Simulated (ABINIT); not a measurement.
The system is In.

```
In
1.0
    -1.62547    1.62547    2.47370
     1.62547   -1.62547    2.47370
     1.62547    1.62547   -2.47370
In
1
Direct
  0.00000 0.00000 0.00000
```

Base run:

```yaml
Program: ABINIT 10.8.3 (patched build)
Functional: PBEsol
Potentials_or_basis: JTH PAW PBE v2.0
Cutoff: 707 eV
k_mesh: 11 × 11 × 11
Occupations: fermi-dirac, width 0.05 eV
Spin: no spin polarisation
```

Its results: band gap on the k mesh none (metal or under the smearing width); pressure -1.6 GPa.

The run is repeated on the same cell with these changes: functional from PBEsol to revPBE. What comes out?

Band gap on the k mesh none (metal or under the smearing width); pressure 2.7 GPa.

revPBE binds less tightly than PBEsol, so the same cell stands under more pressure.

Caveats: the PAW data sets were made with another functional, which shifts forces and pressure a little; spin-orbit coupling is left out, which moves the levels of the heavy elements.
